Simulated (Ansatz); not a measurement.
# O on Al(111): hop by a lattice vector of the surface, part 2 of 2

Aim: the minimum-energy path and barrier of the hop by a lattice vector of the surface. The ends are relaxed first, then joined by a nudged elastic band. The slab cell is 2×2, 3 layers thick, and the adsorbate is set down on it by hand.

Ansatz 0.2.0; DFT LDA, plane waves, PAW, scalar-relativistic, no spin polarisation. Earlier steps stand in the parts before.

## 6. The band, image by image

Images 0 and 6 are the ends. Energies count from image 0; the path length is the program's own measure over all atoms.

```
image  path (Å)  energy (eV)   O13 x y z (Å)  band force (eV/Å)
    0     0.000       0.0000  5.73 3.31 6.35                  -
    1     0.625       0.7042  6.19 3.58 6.44              0.010
    2     1.249       0.6437  6.67 3.86 6.39              0.010
    3     1.874       0.4836  7.08 4.11 6.31              0.015
    4     2.499       0.4963  7.22 4.40 6.34              0.021
   5*     3.124       0.8250  7.20 4.99 6.47              0.037
    6     4.050       0.0000  7.16 5.79 6.35                  -
```

The star marks the climbing image.

image, energy (eV) and a bar:
```
        0      0.000 
        1      0.704 ##########################
        2      0.644 #######################
        3      0.484 ##################
        4      0.496 ##################
        5      0.825 ##############################
        6      0.000
```

The top of the band by iteration:

```
iteration  highest image above image 0 (eV)  largest band force (eV/Å)
        1                           18.6823                     68.098
        5                            0.9641                      2.940
        9                            0.6205                      1.193
       13                            0.8326                      0.118
       17                            0.8240                      0.137
       21                            0.8237                      0.122
       25                            0.8237                      0.121
       29                            1.1003                      2.283
       33                            0.9108                      0.228
       37                            0.8548                      0.535
       41                            0.8238                      1.311
       45                            0.8237                      2.455
       49                            0.8396                      0.215
       52                            0.8250                      0.037
```

The band as a trajectory file:

```xyz
13
Lattice="5.728 0.000 0.000 2.864 4.960 0.000 0.000 0.000 17.677" Properties=species:S:1:pos:R:3 pbc="T T T" image=0 dE=0.0000
Al    1.432    0.827    1.000
Al    4.296    0.827    1.000
Al    2.864    3.307    1.000
Al    5.728    3.307    1.000
Al   -0.002    1.654    3.296
Al    2.862    1.655    3.323
Al    1.430    4.134    3.296
Al    4.294    4.135    3.296
Al   -0.002    0.001    5.498
Al    2.863    0.061    5.661
Al    1.484    2.450    5.662
Al    4.242    2.450    5.661
O     5.726    3.308    6.346
13
Lattice="5.728 0.000 0.000 2.864 4.960 0.000 0.000 0.000 17.677" Properties=species:S:1:pos:R:3 pbc="T T T" image=1 dE=0.7042
Al    1.432    0.827    1.000
Al    4.296    0.827    1.000
Al    2.864    3.307    1.000
Al    5.728    3.307    1.000
Al   -0.016    1.665    3.338
Al    2.838    1.642    3.308
Al    1.460    4.154    3.249
Al    4.293    4.120    3.340
Al   -0.074   -0.035    5.591
Al    2.702    0.051    5.639
Al    1.390    2.327    5.638
Al    4.136    2.395    5.623
O     6.191    3.581    6.440
13
Lattice="5.728 0.000 0.000 2.864 4.960 0.000 0.000 0.000 17.677" Properties=species:S:1:pos:R:3 pbc="T T T" image=2 dE=0.6437
Al    1.432    0.827    1.000
Al    4.296    0.827    1.000
Al    2.864    3.307    1.000
Al    5.728    3.307    1.000
Al   -0.025    1.657    3.353
Al    2.824    1.633    3.321
Al    1.462    4.154    3.213
Al    4.280    4.117    3.354
Al   -0.228   -0.122    5.687
Al    2.598   -0.005    5.638
Al    1.290    2.265    5.637
Al    4.061    2.352    5.575
O     6.670    3.858    6.385
13
Lattice="5.728 0.000 0.000 2.864 4.960 0.000 0.000 0.000 17.677" Properties=species:S:1:pos:R:3 pbc="T T T" image=3 dE=0.4836
Al    1.432    0.827    1.000
Al    4.296    0.827    1.000
Al    2.864    3.307    1.000
Al    5.728    3.307    1.000
Al   -0.021    1.642    3.367
Al    2.832    1.635    3.369
Al    1.430    4.126    3.169
Al    4.280    4.126    3.365
Al   -0.007    0.000    5.645
Al    2.732    0.019    5.645
Al    1.368    2.384    5.645
Al    4.234    2.458    5.548
O     7.081    4.109    6.314
13
Lattice="5.728 0.000 0.000 2.864 4.960 0.000 0.000 0.000 17.677" Properties=species:S:1:pos:R:3 pbc="T T T" image=4 dE=0.4963
Al    1.432    0.827    1.000
Al    4.296    0.827    1.000
Al    2.864    3.307    1.000
Al    5.728    3.307    1.000
Al   -0.025    1.690    3.358
Al    2.859    1.703    3.369
Al    1.396    4.126    3.180
Al    4.268    4.211    3.358
Al    0.132    0.243    5.657
Al    2.826    0.215    5.650
Al    1.466    2.652    5.663
Al    4.337    2.682    5.553
O     7.219    4.402    6.337
13
Lattice="5.728 0.000 0.000 2.864 4.960 0.000 0.000 0.000 17.677" Properties=species:S:1:pos:R:3 pbc="T T T" image=5 dE=0.8250
Al    1.432    0.827    1.000
Al    4.296    0.827    1.000
Al    2.864    3.307    1.000
Al    5.728    3.307    1.000
Al   -0.022    1.671    3.345
Al    2.878    1.670    3.348
Al    1.405    4.101    3.240
Al    4.268    4.186    3.304
Al    0.159    0.196    5.659
Al    2.795    0.159    5.643
Al    1.465    2.616    5.620
Al    4.323    2.765    5.580
O     7.202    4.990    6.466
13
Lattice="5.728 0.000 0.000 2.864 4.960 0.000 0.000 0.000 17.677" Properties=species:S:1:pos:R:3 pbc="T T T" image=6 dE=0.0000
Al    1.432    0.827    1.000
Al    4.296    0.827    1.000
Al    2.864    3.307    1.000
Al    5.728    3.307    1.000
Al   -0.002    1.654    3.296
Al    2.862    1.655    3.296
Al    1.430    4.135    3.296
Al    4.294    4.135    3.323
Al    0.052   -0.030    5.662
Al    2.810   -0.030    5.661
Al    1.430    2.481    5.498
Al    4.295    2.542    5.661
O     7.158    5.788    6.346
```

## 7. The band again, with other settings

crystal.atoms is end A as relaxed above, and neb.final_atoms is the same geometry shifted by the lattice vector, with the slab's atoms relabelled. With 3 inner images the band has 5 in all.

input.yaml reads:

```yaml
crystal:
  lattice:
    - [5.727565, 0.0, 0.0]
    - [2.863782, 4.960217, 0.0]
    - [0.0, 0.0, 17.676537]
  atoms:
    - { symbol: Al, position: [0.1666667, 0.1666667, 0.0565722] }
    - { symbol: Al, position: [0.6666667, 0.1666667, 0.0565722] }
    - { symbol: Al, position: [0.1666667, 0.6666667, 0.0565722] }
    - { symbol: Al, position: [0.6666667, 0.6666667, 0.0565722] }
    - { symbol: Al, position: [-0.16709914, 0.33354825, 0.18645902] }
    - { symbol: Al, position: [0.33292845, 0.33355431, 0.18796928] }
    - { symbol: Al, position: [-0.16710366, 0.833525, 0.18645726] }
    - { symbol: Al, position: [0.33286901, 0.83357733, 0.18647304] }
    - { symbol: Al, position: [-0.00039501, 0.00021261, 0.31100769] }
    - { symbol: Al, position: [0.49367694, 0.01237882, 0.32024487] }
    - { symbol: Al, position: [0.01207343, 0.49392646, 0.32031266] }
    - { symbol: Al, position: [0.49357443, 0.49400764, 0.3202534] }
    - { symbol: O, position: [0.66634842, 0.66681484, 0.35903481] }
basis:
  ecutwfc: 420.0
kpoints:
  mp_grid: { grid: [3, 3, 1] }
hamiltonian:
  xc: lda
  pseudopotentials: { kind: paw, azcp: { folder: soft_1 } }
scf:
  occupations: { method: gaussian, width: 0.1 }
  lower_state_search: "off"
  max_iter: 66
neb:
  images: 3
  f_tol: 0.2
  max_iterations: 41
  order_check: false
  constraints: [{ sites: [0, 1, 2, 3] }]
  final_atoms:
    - { symbol: Al, position: [0.1666667, 0.1666667, 0.0565722] }
    - { symbol: Al, position: [0.6666667, 0.1666667, 0.0565722] }
    - { symbol: Al, position: [0.1666667, 0.6666667, 0.0565722] }
    - { symbol: Al, position: [0.6666667, 0.6666667, 0.0565722] }
    - { symbol: Al, position: [-0.16710361, 0.33352497, 0.18645726] }
    - { symbol: Al, position: [0.33286906, 0.3335773, 0.18647304] }
    - { symbol: Al, position: [-0.16709909, 0.83354822, 0.18645902] }
    - { symbol: Al, position: [0.3329285, 0.83355428, 0.18796928] }
    - { symbol: Al, position: [0.01207348, -0.00607357, 0.32031266] }
    - { symbol: Al, position: [0.49357448, -0.00599239, 0.3202534] }
    - { symbol: Al, position: [-0.00039496, 0.50021258, 0.31100769] }
    - { symbol: Al, position: [0.49367699, 0.51237879, 0.32024487] }
    - { symbol: O, position: [0.66634847, 1.16681481, 0.35903481] }
```

Started as:

```console
$ ansatz run input.yaml --threads 1 --pin off --max-ram 3072MiB --backend cpu --events-out ev --progress --plain --runs-dir out
```

The log of the run, cut to the lines that bear on the results:

```text
Warning: neb: disabling space-group detection — the band's intermediate images generally break the endpoint symmetry, so no spatial operation reduces the k-mesh or symmetrises the density, except that a semilocal band can use its path's symmetry ahead of convergence; time reversal is [...]
Warning: <dir> the record states the generating functional pbe (its physics header spells it `PBE`), which answers neither for hamiltonian.xc's functional nor for the lda family's — results may be inconsistent (PPs are generated against a specific XC)
[...]
Warning: RAYON_NUM_THREADS=1 ignored (pool sized by the plan → 1); use --threads N
[...]
Pseudopotentials: kind: paw
Pseudopotential: Al, paw, valence charge 3, recommended cutoff 420 eV (normal), <dir>
Pseudopotential: O, paw, valence charge 6, recommended cutoff 420 eV (normal), <dir>
Functional definition: SPW92
[...]
NEB image 0
Crystal: 13 atoms, lattice volume = 502.190 Å³
Basis set: ecut = 420 eV, 9851 PW (Γ)
Bands: 34, of which v1, the nominal top of the filled ones, is band 21 counted from 1 (20 counted from 0)
Symmetry: 1 space group operations
k-points: 5 of 9 (time reversal used)
[...]
SCF iter   1: F=—  HF=-6712.340593 eV  |F-HF|=—  |Δ(HF+E_count)|=         —  Δρ=3.81e-2  dr2=1.57e1  ethr=3.10e-3  ⟨swp⟩=9.4  Hψ=1144  notcnv=0
[...]
NSCF: frozen V_eff on 5 k-points
NEB image 4
[...]
NSCF: frozen V_eff on 5 k-points
NEB end point (image 0): max|allowed force component| = 2.215e-2 eV/Å (the criterion of neb.relax_end_points is 4.000e-2)
NEB end point (image 4): max|allowed force component| = 2.215e-2 eV/Å (the criterion of neb.relax_end_points is 4.000e-2)
NEB image 1
SCF iter   1: F=—  HF=-6709.744024 eV  |F-HF|=—  |Δ(HF+E_count)|=         —  Δρ=5.46e-2  dr2=2.29e1  ethr=3.10e-3  ⟨swp⟩=8.0  Hψ=1082  notcnv=0
[...]
NEB image 2
[...]
NEB image 3
NEB iter   1: max|band force component| = 6.810e1 eV/Å  barrier→ = 18.6823 eV  barrier← = 18.6823 eV  Δτ_max = 0.2000 Å  (56 SCF iters)
[...]
NEB iter   5: max|band force component| = 2.927e0 eV/Å  barrier→ = 0.8392 eV  barrier← = 0.8392 eV  Δτ_max = 0.2000 Å  (27 SCF iters)
[...]
NEB iter   6: max|band force component| = 1.566e0 eV/Å  barrier→ = 0.7418 eV  barrier← = 0.7418 eV  Δτ_max = 0.2000 Å  (25 SCF iters)
NEB image 1
[...]
NEB image 2
```

## 8. More of the same log: band between the two ends

Output, continued, cut to the lines that bear on the results:

```text
[...]
NEB image 3
NEB iter   7: max|band force component| = 8.061e-1 eV/Å  barrier→ = 0.6356 eV  barrier← = 0.6356 eV  Δτ_max = 0.2000 Å  (26 SCF iters)
[...]
NEB iter  10: max|band force component| = 1.045e0 eV/Å  barrier→ = 0.6886 eV  barrier← = 0.6886 eV  CI = image 3  Δτ_max = 0.2000 Å  (24 SCF iters)
[...]
NEB iter  13: max|band force component| = 6.906e-1 eV/Å  barrier→ = 0.9927 eV  barrier← = 0.9927 eV  CI = image 3  Δτ_max = 0.1995 Å  (25 SCF iters)
[...]
NEB iter  16: max|band force component| = 4.892e-1 eV/Å  barrier→ = 1.0729 eV  barrier← = 1.0729 eV  CI = image 3  Δτ_max = 0.2000 Å  (25 SCF iters)
[...]
NEB iter  17: max|band force component| = 2.108e-1 eV/Å  barrier→ = 1.0629 eV  barrier← = 1.0629 eV  CI = image 3  Δτ_max = 0.2000 Å  (26 SCF iters)
[...]
    - { symbol: Al, position: [0.16666669999999995, 0.6666666999999998, 0.056572199999999996] }
    - { symbol: Al, position: [0.6666666999999997, 0.6666666999999998, 0.056572199999999996] }
    - { symbol: Al, position: [-0.15619498147309482, 0.29846692063073066, 0.1879772775725871] }
    - { symbol: Al, position: [0.34268571766335654, 0.30419466820142144, 0.18692443812029724] }
    - { symbol: Al, position: [-0.1470485218376173, 0.7967213919416982, 0.18812908307256346] }
    - { symbol: Al, position: [0.3495089189575925, 0.8053836635230699, 0.18747552934065137] }
    - { symbol: Al, position: [-0.13086247870795334, 0.0397842836760827, 0.32206010190847983] }
    - { symbol: Al, position: [0.3253016435537315, 0.06001369364651253, 0.32217864392610346] }
    - { symbol: Al, position: [-0.1478045056582957, 0.5317321648017203, 0.32000566293365124] }
    - { symbol: Al, position: [0.3351524426628707, 0.5675623627439698, 0.31896566031440843] }
    - { symbol: O, position: [0.601673020097753, 1.041419844638347, 0.37042986205328193] }
```

Wall time 7.4 min (1 thread of Arm Neoverse V1, shared host); peak memory 0.57 GiB.

## 9. The band, image by image

Images 0 and 4 are the ends. Energies count from image 0; the path length is the program's own measure over all atoms.

```
image  path (Å)  energy (eV)   O13 x y z (Å)  band force (eV/Å)
    0     0.000       0.0000  5.73 3.31 6.35                  -
    1     1.745       0.4264  5.09 3.45 6.42              0.064
    2     3.489       0.3396  5.89 4.27 6.44              0.037
   3*     5.233       1.0069  6.43 5.17 6.55              0.112
    4     7.119       0.0000  7.16 5.79 6.35                  -
```

The star marks the climbing image.

image, energy (eV) and a bar:
```
        0      0.000 
        1      0.426 #############
        2      0.340 ##########
        3      1.007 ##############################
        4      0.000
```

## 10. What came out

This closing draws on all 2 parts.

```
                                quantity                                                      value
                                   end A                                    7 moves, 1.651 eV lower
            first band: barrier forwards                                                    0.82 eV
           first band: barrier backwards                                                    0.82 eV
first band: second end relative to first                                                   0.000 eV
               first band: highest image                                      5 of 0 to 6, climbing
             first band: band iterations                                                         52
first band: lowest curvatures at the top                                       -2.85 and 0.17 eV/Å²
                             second band  top 1.007 eV above image 0, 18 iterations, 3 inner images
             time, first and second band                                         43 min and 7.4 min
```

**Reading.** In the first band: the barrier from the first end is 0.82 eV, 32 times kT at 300 K. The ends differ by 1 meV at most. Image 3 sits in a dip between two rises: the path passes through another minimum, and each half would need a band of its own. One curvature at the top is negative and the next is not: a first-order saddle point. The second band's top lies 182 meV above the first's. As for the second band: the force threshold is loose, so the band stops early. The value is not shown to be converged in cell size (13 atoms) or k-mesh.
